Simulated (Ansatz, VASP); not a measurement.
**CdSe (Cadmoselite) in two plane-wave programs**

Wanted: the spread between two codes on one cell, functional and k mesh. The cell is taken from a series of VASP runs on this material, whose earlier steps may have relaxed, scaled or displaced it; both programs get it as it stands.

Calculated with Ansatz 0.2.0; plane waves, with VASP 6.6.1 beside it; relaxation of cell and atoms at PBEsol with D3(BJ) and relaxation of cell and atoms at PBE with D3(BJ).

## (1) Set-up

Symmetry: P6_3mc, No. 186, hexagonal system. Conventional cell: a = 4.265 Å, b = 4.265 Å, c = 6.962 Å, α = 90.00°, β = 90.00°, γ = 120.00°. Nearest to Cd lie 4 Se at 2.61 Å. Nearest to Se lie 4 Cd at 2.61 Å. Farther neighbours and most contacts between anions are not listed.

Coordinates:

```cif
data_structure
_symmetry_space_group_name_H-M 'P6_3mc'
_symmetry_Int_Tables_number 186
_cell_length_a 4.2647
_cell_length_b 4.2647
_cell_length_c 6.9620
_cell_angle_alpha 90.000
_cell_angle_beta 90.000
_cell_angle_gamma 120.000
_cell_volume 109.66
loop_
_atom_site_label
_atom_site_type_symbol
_atom_site_symmetry_multiplicity
_atom_site_Wyckoff_symbol
_atom_site_fract_x
_atom_site_fract_y
_atom_site_fract_z
_atom_site_occupancy
Cd1 Cd 2 b 0.66667 0.33333 0.50059 1
Se1 Se 2 b 0.66667 0.33333 0.87620 1
```

## (2) VASP: relaxation of cell and atoms, PBEsol with D3(BJ)

The relaxed volume is the usual yardstick between codes: its relative difference is about their pressure difference at one cell divided by the bulk modulus.

Lines of VASP's logs that name or quote its potential files are left out, and so is its time.

Contents of INCAR:

```
SYSTEM = CdSe
PREC = Accurate
ENCUT = 450
EDIFF = 1E-06
NELM = 100
ISMEAR = 0
SIGMA = 0.03
LREAL = .FALSE.
ALGO = Normal
GGA = PS
IVDW = 12
NBANDS = 24
LORBIT = 11
LWAVE = .FALSE.
LCHARG = .FALSE.
KPAR = 8
IBRION = 2
NSW = 50
ISIF = 3
EDIFFG = -0.006
```

Contents of POSCAR:

```
CdSe
1.0
    4.2646851414      0.0000000000      0.0000000000
   -2.1323425707      3.6933256716      0.0000000000
    0.0000000000      0.0000000000      6.9619749821
Cd Se
2 2
Direct
    0.6666666667      0.3333333333      0.5005949947
    0.3333333333      0.6666666667      0.0005949947
    0.6666666667      0.3333333333      0.8761950053
    0.3333333333      0.6666666667      0.3761950053
```

Contents of KPOINTS:

```
Automatic mesh
0
Gamma
6 6 4
0 0 0
```

The projector-augmented-wave data sets are Cd and Se (PBE family, release 64).

Launch:

```console
> mpirun -np 8 vasp_std
```

Numbers of over 12 decimals in the logs are rounded to 6 here.

The program printed:

```text
[banner, memory and clock lines left out]
running    8 mpi-ranks, on    1 nodes
 distrk:  each k-point on    1 cores,    8 groups
 distr:  one band on    1 cores,    1 groups

 POSCAR found type information on POSCAR CdSe
 POSCAR found :  2 types and       4 ions
|                                                                             |
|           W    W    AA    RRRRR   N    N  II  N    N   GGGG   !!!           |
|           W    W   A  A   R    R  NN   N  II  NN   N  G    G  !!!           |
|           W    W  A    A  R    R  N N  N  II  N N  N  G       !!!           |
|           W WW W  AAAAAA  RRRRR   N  N N  II  N  N N  G  GGG   !            |
|           WW  WW  A    A  R   R   N   NN  II  N   NN  G    G                |
|           W    W  A    A  R    R  N    N  II  N    N   GGGG   !!!           |
|                                                                             |
|     For optimal performance we recommend to set                             |
|       NCORE = 2 up to number-of-cores-per-socket                            |
|     NCORE specifies how many cores store one orbital (NPAR=cpu/NCORE).      |
|     This setting can greatly improve the performance of VASP for DFT.       |
|     The default, NCORE=1 might be grossly inefficient on modern             |
|     multi-core architectures or massively parallel machines. Do your        |
|     Unfortunately you need to use the default for GW and RPA                |
|     calculations (for HF NCORE is supported but not extensively tested      |
|     yet).                                                                   |
|                                                                             |

|                                                                             |
|               ----> ADVICE to this user running VASP <----                  |
|                                                                             |
|     You enforced a specific xc type in the INCAR file but a different       |
|     [... a line on the potential file left out ...]
|     I HOPE YOU KNOW WHAT YOU ARE DOING!                                     |
|                                                                             |

 LDA part: xc-table for (Slater+PW92), standard interpolation
 POSCAR, INCAR and KPOINTS ok, starting setup
 FFT: planning ... GRIDC
 FFT: planning ... GRID_SOFT
 FFT: planning ... GRID
 WAVECAR not read
 entering main loop
       N       E                     dE             d eps       ncg     rms          rms(c)
DAV:   1     0.219760957623E+03    0.21976E+03   -0.16014E+04  1008   0.121E+03
DAV:   2    -0.257862520616E+01   -0.22234E+03   -0.21700E+03  1176   0.312E+02
DAV:   3    -0.130188275687E+02   -0.10440E+02   -0.10413E+02  1208   0.695E+01
DAV:   4    -0.130849134114E+02   -0.66086E-01   -0.66078E-01  1144   0.546E+00
DAV:   5    -0.130854061302E+02   -0.49272E-03   -0.49265E-03  1248   0.421E-01    0.895E+00
DAV:   6    -0.123670122476E+02    0.71839E+00   -0.15149E+00  1320   0.133E+01    0.705E+00
DAV:   7    -0.123300701220E+02    0.36942E-01   -0.55864E-01  1104   0.408E+00    0.282E+00
DAV:   8    -0.123255247511E+02    0.45454E-02   -0.67108E-02  1112   0.284E+00    0.382E-01
DAV:   9    -0.123249288873E+02    0.59586E-03   -0.90079E-03  1184   0.120E+00    0.122E-01
DAV:  10    -0.123249398366E+02   -0.10949E-04   -0.82678E-04  1144   0.325E-01    0.613E-02
DAV:  11    -0.123249994830E+02   -0.59646E-04   -0.17270E-04  1128   0.966E-02    0.250E-02
DAV:  12    -0.123249889588E+02    0.10524E-04   -0.73610E-05  1232   0.994E-02    0.945E-03
DAV:  13    -0.123249905915E+02   -0.16326E-05   -0.93223E-06  1072   0.243E-02    0.626E-03
DAV:  14    -0.123249901910E+02    0.40048E-06   -0.15049E-06   904   0.929E-03
   1 F= -.13533507E+02 E0= -.13533507E+02  d E =-.135335E+02
 curvature:   0.00 expect dE= 0.000E+00 dE for cont linesearch  0.000E+00
 trial: gam= 0.00000 g(F)=  0.300E-05 g(S)=  0.105E-03 ort = 0.000E+00 (trialstep = 0.100E+01)
 search vector abs. value=  0.108E-03
 bond charge predicted
       N       E                     dE             d eps       ncg     rms          rms(c)
DAV:   1    -0.123239311878E+02    0.10594E-02   -0.27975E-02  1088   0.170E+00    0.261E-01
DAV:   2    -0.123227731435E+02    0.11580E-02   -0.31825E-03  1088   0.692E-01    0.896E-02
DAV:   3    -0.123226614529E+02    0.11169E-03   -0.30413E-04  1080   0.143E-01    0.783E-02
DAV:   4    -0.123226478219E+02    0.13631E-04   -0.30550E-05  1104   0.358E-02    0.117E-02
DAV:   5    -0.123226467313E+02    0.10906E-05   -0.94897E-06  1112   0.363E-02    0.556E-03
DAV:   6    -0.123226471522E+02   -0.42097E-06   -0.10767E-06   560   0.901E-03
   2 F= -.13533529E+02 E0= -.13533529E+02  d E =-.227710E-04
 trial-energy change:   -0.000023  1 .order   -0.000030   -0.000108    0.000049
 step:   0.6271(harm=  0.6870)  dis= 0.00012  next Energy=   -13.533539 (dE=-0.323E-04)
 bond charge predicted
       N       E                     dE             d eps       ncg     rms          rms(c)
DAV:   1    -0.123237199763E+02   -0.10732E-02   -0.39265E-03  1080   0.638E-01    0.985E-02
DAV:   2    -0.123235608648E+02    0.15911E-03   -0.44308E-04  1088   0.258E-01    0.335E-02
DAV:   3    -0.123235444403E+02    0.16424E-04   -0.42300E-05  1064   0.536E-02    0.293E-02
DAV:   4    -0.123235401986E+02    0.42417E-05   -0.42434E-06  1016   0.132E-02    0.442E-03
DAV:   5    -0.123235395894E+02    0.60917E-06   -0.12691E-06   504   0.135E-02
   3 F= -.13533539E+02 E0= -.13533539E+02  d E =-.322157E-04
 curvature:  -0.33 expect dE=-0.678E-06 dE for cont linesearch -0.195E-06
 trial: gam=-0.05489 g(F)=  0.144E-05 g(S)=  0.607E-06 ort = 0.800E-05 (trialstep = 0.925E+00)
 search vector abs. value=  0.150E-05
 reached required accuracy - stopping structural energy minimisation
```

OUTCAR, selected parts (step 2):

```text
ion  position               nearest neighbor table
   1  0.667  0.333  0.501-   4 2.61   4 2.61   4 2.61   3 2.61
   2  0.333  0.667  0.001-   3 2.61   3 2.61   3 2.61   4 2.61
   3  0.667  0.333  0.876-   2 2.61   2 2.61   2 2.61   1 2.61
   4  0.333  0.667  0.376-   1 2.61   1 2.61   1 2.61   2 2.61

  LATTYP: Found a hexagonal cell.
 ALAT       =     4.2646851414
 C/A-ratio  =     1.6324710386

 Subroutine GETGRP returns: Found 12 space group operations
 (whereof  6 operations were pure point group operations)

The static configuration has the point symmetry C_3v.
 The point group associated with its full space group is C_6v.

 Found     21 irreducible k-points:

   k-points           NKPTS =     21   k-points in BZ     NKDIM =     21   number of bands    NBANDS=     24

   dimension x,y,z NGX =    30 NGY =   30 NGZ =   48
   dimension x,y,z NGXF=    60 NGYF=   60 NGZF=   96

   ENCUT  =  450.0 eV  33.07 Ry    5.75 a.u.   7.38  7.38 12.04*2*pi/ulx,y,z

   NELECT =      36.0000    total number of electrons

 k-points in reciprocal lattice and weights: Automatic mesh
   0.00000000  0.00000000  0.00000000       0.007
   0.16666667  0.00000000  0.00000000       0.042
   0.33333333  0.00000000  0.00000000       0.042
   0.50000000  0.00000000  0.00000000       0.021
   0.16666667  0.16666667  0.00000000       0.042
   0.33333333  0.16666667  0.00000000       0.083
   0.33333333  0.33333333  0.00000000       0.014
   0.00000000  0.00000000  0.25000000       0.014
   0.16666667  0.00000000  0.25000000       0.083
[...]
0.33333333  0.16666667  0.50000000       0.083
   0.33333333  0.33333333  0.50000000       0.014

 Edisp (eV)   -1.21088

 average (electrostatic) potential at core
       1 -39.7281       2 -39.7281       3 -56.2623       4 -56.2623

 E-fermi :   1.1989

 k-point     1 :       0.0000    0.0000    0.0000
  band No.  band energies     occupation
    ...
     14       0.2229      2.00000
     15       0.2229      2.00000
     16       0.9811      2.00000
     17       1.0385      2.00000
     18       1.0385      2.00000
     19       1.6332      0.00000
     20       3.1617      0.00000
     21       6.8123      0.00000
     22       6.8123      0.00000
     23       7.0928      0.00000
    ...

 k-point     2 :       0.1667    0.0000    0.0000
  band No.  band energies     occupation
    ...
     14      -0.8804      2.00000
     15      -0.4301      2.00000
     16      -0.1192      2.00000
     17       0.7584      2.00000
     18       0.8318      2.00000
     19       3.0004      0.00000
     20       4.1529      0.00000
     21       6.1724      0.00000
     22       7.1895      0.00000
     23       7.1936      0.00000
    ...

 k-point     3 :       0.3333    0.0000    0.0000
  band No.  band energies     occupation
    ...
     14      -2.1743      2.00000
     15      -1.7555      2.00000
     16      -0.6900      2.00000
     17       0.1154      2.00000
     18       0.4247      2.00000
     19       3.9966      0.00000
     20       4.3861      0.00000
     21       5.9951      0.00000
     22       6.8212      0.00000
     23       7.4630      0.00000
    ...

 Edisp (eV)   -1.21000

  Total      -0.00499    -0.00499     0.00076     0.00000    -0.00000     0.00000
  in kB      -0.07297    -0.07297     0.01118     0.00000    -0.00000     0.00000
  external pressure =       -0.04 kB  Pullay stress =        0.00 kB

  energy-cutoff  :      450.00
  volume of cell :      109.52
      direct lattice vectors                 reciprocal lattice vectors
     4.262961957  0.000000000  0.000000000     0.234578683  0.135434066  0.000000000
    -2.131480979  3.691833350 -0.000000000     0.000000000  0.270868131  0.000000000
     0.000000000  0.000000000  6.959075862    -0.000000000  0.000000000  0.143697241

 POSITION                                       TOTAL-FORCE (eV/Angst)
 -----------------------------------------------------------------------------------
      2.13148      1.23061      3.48380         0.000000      0.000000      0.002734
     -0.00000      2.46122      0.00426        -0.000000     -0.000000      0.002734
      2.13148      1.23061      6.09739         0.000000      0.000000     -0.002734
     -0.00000      2.46122      2.61785        -0.000000     -0.000000     -0.002734
 -----------------------------------------------------------------------------------
    total drift:                               -0.000000      0.000000      0.001743

  FREE ENERGIE OF THE ION-ELECTRON SYSTEM (eV)
  ---------------------------------------------------
  free  energy   TOTEN  =       -13.5335387555 eV

  energy  without entropy=      -13.5335387555  energy(sigma->0) =      -13.53353876

 reached required accuracy - stopping structural energy minimisation

 total charge
# of ion       s       p       d       tot
------------------------------------------
    1        0.452   0.333   9.551  10.336
    2        0.452   0.333   9.551  10.336
    3        1.444   2.394   0.025   3.863
    4        1.444   2.394   0.025   3.863
--------------------------------------------------
tot          3.791   5.455  19.152  28.398

[... 3 further parts left out ...]
```

CONTCAR:

```
CdSe
   1.00000000000000
     4.2629619571413659    0.0000000000000000    0.0000000000000000
    -2.1314809785706830    3.6918333502566143   -0.0000000000000000
     0.0000000000000000    0.0000000000000000    6.9590758616677828
  Cd              Se
     2     2
Direct
     0.6666666667000030    0.3333333332999970    0.5006121202001391
     0.3333333332999970    0.6666666667000030    0.0006121202001392
     0.6666666667000030    0.3333333332999970    0.8761778797998606
     0.3333333332999970    0.6666666667000030    0.3761778797998606
```

[end of part 1 of 2]

[Lines on the potential files, build, host, timing and source positions are cut from VASP's logs without a mark.]

[Logs are printed without paths, hosts, clocks, repeated set-up lines and the standing remarks that a program may print on its own settings, such as how far it seeks lower states.]

[Hosts, paths, dates, database ids (printed as entryN), source tags and the programs' standing remarks are cut or masked in the printed files.]
